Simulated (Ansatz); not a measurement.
Crystal: Si.

```
Si
1.0
     4.37522   -2.57734    0.00000
     4.37522    2.57734    0.00000
     0.00000    0.00000    5.18307
Si
8
Direct
  0.79429 0.79429 0.00000
  0.29429 0.29429 0.50000
  0.20572 0.20572 0.00000
  0.70571 0.70571 0.50000
  0.15562 0.84438 0.67413
  0.84438 0.15562 0.32587
  0.34438 0.65562 0.17413
  0.65562 0.34438 0.82587
```

This isn't the form of Si at room conditions, which is diamond.

A run of Ansatz 0.2.0 on this cell left the log below. Logs are shortened: lines on timing, memory, paths and dates and some standing lists are left out, and cuts for length are marked.

```text
Warning: RAYON_NUM_THREADS=4 ignored (pool sized by the plan → 4); use --threads N
scf.n_extra_bands = 20 over 16 filled bands (N_el = 32.0): the run solves 36 bands
Engine: ansatz 0.2.0, x86_64-unknown-linux-gnu
Pseudopotentials: kind: paw
Pseudopotential: Si, paw, valence charge 4, recommended cutoff 500 eV (meta_gga), Si.paw.azcp
Functional definition: r2SCAN
  parameter k0 = 0.174
  parameter k1 = 0.065
  parameter a1 = 4.9479
  exchange = r2scan_x(k0 = k0, k1 = k1, a1 = a1)
  correlation = r2scan_c
Crystal: 8 atoms, lattice volume = 116.893 Å³
Basis set: ecut = 500 eV, 2981 PW (Γ), exchange–correlation on 160×160×160 points (64 copies of the dense FFT grid, shifted against one another)
Bands: 36, of which v1, the nominal top of the filled ones, is band 16 counted from 1 (15 counted from 0)
Symmetry: 8 space group operations
Space group: Cmce (ITA 64), of the structure as read, at distance tolerance 4.9e-5 Å
k-points: 39 of 180
Non-local potential: Si, projectors of the file, l = 0: 2, l = 1: 2, l = 2: 2
PAW form: soft (Blöchl's): semilocal exchange-correlation on the pseudo side does not see the compensation charge
PAW frozen core: Si, regenerated for the run's functional (the file was generated under x = pbe(κ = 0.804, μ = 0.2195149727645171), c = pbe(β = 0.06672455060314922))
PAW one-centre angular grid: Si, 302 points (default); XC on 160 Gauss nodes
Initial density: superposition of atomic densities (neutral atoms: chi_scale 0, normalization atom), corrected by the library's trained network
Initial wavefunctions: pseudopotential atomic-orbital guess
Functional: x = r2scan, c = r2scan; τ floored in thin density (d = 2e-4 eV/Å³)
SCF iter   1: F=—  HF=-5107.559227 eV  |F-HF|=—  |Δ(HF+E_count)|=         —  Δρ=6.32e-3  dr2=3.61e-2  dr2_τ=3.53e-2  ethr=1.77e-3  ⟨swp⟩=5.3  Hψ=7046  notcnv=0  defer=294
preconditioner: auto → Kerker (q_TF=auto, 2.198 Å⁻¹)  [metal: Δε(μ)=0.013 eV  Ē_g=11.681 eV  σ=0.050 eV  W_gap=0.06  n_scr=20 (ndim 8)  ℏωp=19.4 eV  f_vac=0.000  D(μ)=3.43/eV (n_scr^D=20)]
SCF iter   2: F=—  HF=-5107.701665 eV  |F-HF|=—  |Δ(HF+E_count)|=   1.42e-1  Δρ=4.59e-3  dr2=1.88e-2  dr2_τ=3.67e-5  ethr=1.13e-4  ⟨swp⟩=2.0  Hψ=2683  notcnv=0  defer=437
SCF iter   3: F=—  HF=-5107.707384 eV  |F-HF|=—  |Δ(HF+E_count)|=   5.72e-3  Δρ=2.52e-4  dr2=7.46e-5  dr2_τ=2.18e-5  ethr=5.87e-5  ⟨swp⟩=2.0  Hψ=1934  notcnv=0  defer=437
SCF iter   4: F=—  HF=-5107.707693 eV  |F-HF|=—  |Δ(HF+E_count)|=   3.09e-4  Δρ=1.03e-4  dr2=1.21e-5  dr2_τ=9.61e-8  ethr=2.33e-7  ⟨swp⟩=2.0  Hψ=1603  notcnv=0  defer=437
SCF iter   5: F=—  HF=-5107.707704 eV  |F-HF|=—  |Δ(HF+E_count)|=   1.16e-5  Δρ=2.37e-5  dr2=5.96e-7  dr2_τ=4.18e-9  ethr=3.77e-8  ⟨swp⟩=2.0  Hψ=1600  notcnv=0  defer=437
SCF iter   6: F=-5107.707705 eV  HF=-5107.707705 eV  |F-HF|=1.78e-7  |Δ(HF+E_count)|=   7.56e-7  Δρ=9.44e-6  dr2=9.19e-8  dr2_τ=7.51e-10  ethr=3.13e-10  ⟨swp⟩=11.3  Hψ=8464  notcnv=0
SCF 1 converged in 6 iterations: F = -5107.707705 eV  dr2 = 9.19e-8
  greatest PAW one-centre occupation: 0.669 electrons in one spin orbital (limit 2), on the Si atom at site 7 (counted from 0), in its partial waves of l = 0
NSCF: frozen V_eff on 122 k-points
SCF converged after 6 iterations
Free energy (F): -5107.707705 eV
Harris-Foulkes:  -5107.707705 eV  (|F-HF|=1.78e-7)
Internal energy: -5107.679246 eV  (E = F + TS)
E sigma→0 (E₀):  -5107.693475 eV
Entropy (-TS):   -0.028459 eV (-3.557 meV/atom)
Fermi energy:    10.596487 eV
--- Per-component energies (eV) ---
  E_band       = 144.439154
  E_kinetic    = 329.855872
  E_local      = 14.557263  (includes V_loc(G=0)·N_el)
  E_nonlocal   = 193.684504
  E_hartree    = 6.561628
  E_xc         = -416.700624
  E_vxc        = -408.190363  (∫ρ·V_xc dr)
  E_paw        = -4152.048513  (= ΣΔE_a)
  E_vpaw       = -16.199007  (= ΣTr[D̂ρ^β])
  E_aug_tail   = 0.000038  (compensation charges beyond the density's cutoff)
  E_vtau       = 17.608920  (kinetic-family band-sum trace: ∫τ·v_τ [+ j·A + Jᵃ·Aᵃ] dr)
  E_ewald      = -1082.977951
  E_core_change = -0.611464  (= ΣΔE_core)
  E_smearing   = -0.028459  (= −TS)
  E_closure    = -0.000000  (closes the sum)
  Σ components = -5107.707705   (vs F -5107.707705, Δ=0.00e0)
--- Forces (eV/Å), atoms counted from 1 ---
  atom   1  Si     0.05638213     0.00000000     0.00000000
  atom   2  Si     0.05638213    -0.00000000    -0.00000000
  atom   3  Si    -0.05638213    -0.00000000     0.00000000
  atom   4  Si    -0.05638213    -0.00000000    -0.00000000
  atom   5  Si     0.00000000     0.11986812    -0.06211461
  atom   6  Si     0.00000000    -0.11986812     0.06211461
  atom   7  Si    -0.00000000    -0.11986812    -0.06211461
  atom   8  Si     0.00000000     0.11986812     0.06211461
  max |Σ_I F_I| component: 2.78e-17 eV/Å
--- Stress (GPa, compression-positive) ---
       -2.393072       0.000000       0.000000
        0.000000      -1.828299       0.000000
        0.000000       0.000000      -2.045652
  P = ⅓ Tr σ = -2.0890 GPa (-20.890 kbar)
--- Band table (eV; the first three rows and the last of 39) ---
  k-point 0: bands = ["-4.6650", "0.7134", "1.2533", "2.3432", "2.8401", "2.8974", "3.2004", "3.3320", "4.0129", "7.7104", "7.7544", "7.9319", "8.0321", "8.0416", "8.0859", "8.5040", "8.9051", "8.9113", "9.2059", "9.2079", "11.4230", "16.5644", "16.7392", "17.3756", "17.3823", "17.3843", "18.3150", "18.3557", "19.5100", "21.6090", "21.8879", "21.9119", "21.9653", "22.0551", "22.1683", "22.2172"]
  k-point 1: bands = ["-4.4362", "-1.0443", "2.5541", "3.0538", "3.1193", "3.4120", "3.4214", "3.5366", "4.2086", "5.8520", "6.4092", "6.5170", "6.7403", "6.8214", "7.2087", "9.8609", "10.7677", "10.8326", "11.0864", "11.1706", "12.6497", "13.4374", "17.3942", "17.4704", "17.5669", "17.5671", "18.4829", "19.1746", "19.4484", "19.4649", "19.7637", "19.8809", "20.1835", "20.8094", "21.4031", "21.6365"]
  k-point 2: bands = ["-3.7518", "-2.6170", "3.1890", "3.6635", "3.7759", "3.9166", "4.0573", "4.5137", "4.6693", "4.8689", "5.2156", "5.2906", "5.3853", "5.9455", "6.3000", "9.2977", "13.1616", "13.3971", "13.4056", "13.6423", "13.7104", "14.9770", "16.1905", "16.2209", "16.7121", "16.7254", "16.7382", "17.3528", "18.0932", "18.4419", "18.6966", "18.9346", "18.9603", "19.8346", "20.0546", "20.2224"]
  k-point 38: bands = ["-2.1445", "-1.3117", "-1.0168", "-0.1970", "1.5198", "2.2535", "2.7409", "3.4490", "7.6617", "8.4685", "9.1073", "9.1962", "9.5565", "9.6234", "10.0937", "10.6145", "10.6209", "10.7475", "11.6186", "11.9058", "12.3520", "12.6521", "13.3472", "14.0841", "14.2974", "14.5512", "15.7456", "15.7732", "18.2052", "18.9389", "18.9928", "19.7857", "19.9222", "20.3342", "20.7182", "20.7234"]
```

Problem. Write the input and the command behind it.

Solution. Band structure with r2SCAN, no spin polarisation. The files as run (others can give the same):

input.yaml
```yaml
crystal:
  lattice:
    - [4.375222, -2.577344, 0.0]
    - [4.375222, 2.577344, 0.0]
    - [0.0, 0.0, 5.183067]
  atoms:
    - { symbol: Si, position: [0.794285, 0.794285, 0.0] }
    - { symbol: Si, position: [0.294285, 0.294285, 0.5] }
    - { symbol: Si, position: [0.205715, 0.205715, 0.0] }
    - { symbol: Si, position: [0.705715, 0.705715, 0.5] }
    - { symbol: Si, position: [0.15562, 0.84438, 0.67413] }
    - { symbol: Si, position: [0.84438, 0.15562, 0.32587] }
    - { symbol: Si, position: [0.34438, 0.65562, 0.17413] }
    - { symbol: Si, position: [0.65562, 0.34438, 0.82587] }
hamiltonian:
  xc: r2scan
  pseudopotentials: { kind: paw }
kpoints:
  mp_grid: { grid: [6, 6, 5] }
  band_path:
    path:
      - [[0.0, 0.0, 0.0], [0.3367530189, -0.3367530189, 0.0], [0.0, -0.5, 0.0], [0.0, -0.5, -0.5], [0.3367530189, -0.3367530189, -0.5], [0.0, 0.0, -0.5], [0.0, 0.0, 0.0], [-0.5, -0.5, 0.0], [-0.3367530189, -0.6632469811, 0.0], [-0.3367530189, -0.6632469811, -0.5], [-0.5, -0.5, -0.5], [-0.5, -0.5, 0.0]]
      - [[0.0, 0.0, -0.5], [-0.5, -0.5, -0.5]]
    npoints: 10
scf:
  occupations: { method: fermi_dirac, width: 0.05 }
  n_extra_bands: 20
output:
  forces: true
  stress: true
  eigenvalues: true
  fatbands: true
```

Potentials or basis: Ansatz PAW.
Command:
```bash
$ ansatz run input.yaml --threads 4 --pin off --max-ram 11264MiB --backend cpu --events-out ev --progress --plain --runs-dir out
```

Caveat: the PAW data sets come from PBE, with cores solved anew for the run's functional, which leaves a small shift of forces and pressure.
